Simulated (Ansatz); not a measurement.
# Hf2Si (I4/mcm), stationary points along a deformation path

Theory: DFT PBEsol, scalar-relativistic, plane waves, PAW in Ansatz 0.2.0. The runs took a 420 eV cutoff, a Γ-centred 14×14×14 mesh and Gaussian smearing (0.15 eV). Spin–orbit coupling is left out, which can shift energies with elements as heavy as these. No spin polarisation. Energies are free energies at this smearing, counted from the undisturbed cell; pressure is positive in compression.

The starting cell (relaxed at this level; it needn't be the usual structure):

```xyz
6
Lattice="-3.2553 3.2553 2.5716 3.2553 -3.2553 2.5716 3.2553 3.2553 -2.5716" Properties=species:S:1:pos:R:3 pbc="T T T"
Hf    1.0205    2.2348    2.5716
Hf    2.2348   -1.0205    2.5716
Hf    2.2348    1.0205    0.0000
Hf    1.0205    4.2759    0.0000
Si    0.0000    0.0000    3.8574
Si    0.0000    0.0000    1.2858
```

At fixed volume and fractional coordinates, lengths along (0.000, 0.000, 1.000) are scaled against those across it; ρ is that ratio over its starting value. V = 18.168 Å³/atom. Δσ is the stress along the axis less the mean stress across it (compression positive).

| ρ | ΔE (meV/atom) | Δσ (GPa) | space group |
| --- | --- | --- | --- |
| 0.850 | 214.3 | 34.91 | I4/mcm |
| 0.920 | 55.4 | 17.85 | I4/mcm |
| 1.000 | 0.0 | 0.15 | I4/mcm |
| 1.100 | 59.9 | -15.45 | I4/mcm |
| 1.200 | 191.7 | -23.63 | I4/mcm |

**Question.** How does the stress give the slope of the energy, and where is the energy stationary?

**Answer.** Along the path d ln(length) is 2/3 d ln ρ on the axis and −1/3 d ln ρ across it, so dE/d ln ρ = −(2/3) V Δσ: the energy falls with ρ where Δσ is positive. Δσ vanishes or changes sign between ρ = 1.000 and 1.100, a minimum (near 1.00 by linear interpolation). Pairs of stationary points between two samples would go unseen, and could change a minimum read from distant neighbours into a maximum.

**Question.** Integrate that slope from ρ = 1 to 1.200 by the trapezoid rule.

**Answer.** With V/N in Å³ and 1 eV/Å³ = 160.2 GPa the slopes at ρ = 1.000, 1.100, 1.200 are -11, 1168, 1786 meV/atom per unit of ln ρ. The steps add 55.1 + 128.5 = 183.7 meV/atom, against 191.7 from the energies; the trapezoid rule misses the curvature of the slope within each step.

Forces appear on the atoms along this scan, and letting them relax would lower the energy and soften the response. In a metal these slopes depend on the k mesh and the smearing.

Cost: 5 runs of about 11 core-minutes in all, on Arm Neoverse V1 (shared hosts).